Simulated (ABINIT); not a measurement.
Set up this calculation in ABINIT 10.8.3 (patched build), as the native input.

```
Task                : equation of state
Functional          : LDA
Potentials or basis : JTH PAW LDA v2.0
Cutoff              : 544 eV
k mesh              : 9 × 9 × 9
Occupations         : fermi-dirac, width 0.05 eV
Spin                : no spin polarisation
Fine-grid cutoff    : 1088.46 eV
```

Crystal: BeS.

```
S Be
1.0
     0.00000    2.42500    2.42500
     2.42500    0.00000    2.42500
     2.42500    2.42500    0.00000
S Be
1 1
Direct
  0.75000 0.75000 0.75000
  0.00000 0.00000 0.00000
```

These files were run (other wordings do the same):

run.abi

```
# Datasets: one volume each
ndtset 7
getwfk -1
scalecart1 3*0.9795861087
scalecart2 3*0.9864848297
scalecart3 3*0.9932883884
scalecart4 3*1.0000000000
scalecart5 3*1.0066227096
scalecart6 3*1.0131594038
scalecart7 3*1.0196128224

# Pseudopotentials
pp_dirpath "./"
pseudos "S.LDA_PW-JTH.xml, Be.LDA_PW-JTH.xml"

# Structure
acell 3*1.0
rprim
     0.0000000000     4.5825858522     4.5825858522
     4.5825858522     0.0000000000     4.5825858522
     4.5825858522     4.5825858522     0.0000000000
ntypat 2
znucl 16 4
natom 2
typat 1 2
xred
     0.7500000000     0.7500000000     0.7500000000
     0.0000000000     0.0000000000     0.0000000000

# Plane-wave basis
ecut 20.0
pawecutdg 40.0

# k points
kptopt 1
ngkpt 9 9 9
nshiftk 1
shiftk 0.0 0.0 0.0

# Exchange and correlation
ixc 7

# Bands and occupations
nband 9
occopt 3
tsmear 0.05 eV

# SCF cycle
nstep 100
tolvrs 1.0e-9

# Output
iomode 3
prtwf 1
prtden 0
prteig 0
prtebands 0
enunit 2
```

Potentials or basis: JTH PAW LDA v2.0.

Launch:

```console
$ abinit run.abi > log 2>&1
```

Results of the run:

| Quantity | Value |
| --- | --- |
| Equilibrium volume | 13.80 Å³/atom |
| Bulk modulus | 103 GPa |
| Pressure derivative of the bulk modulus | 3.8 |

Caveat: pressures at fixed basis lie under the slope of the energies.

It took 33 s on 1 thread of Arm Neoverse V2, on a shared host, peak memory 0.11 GiB.
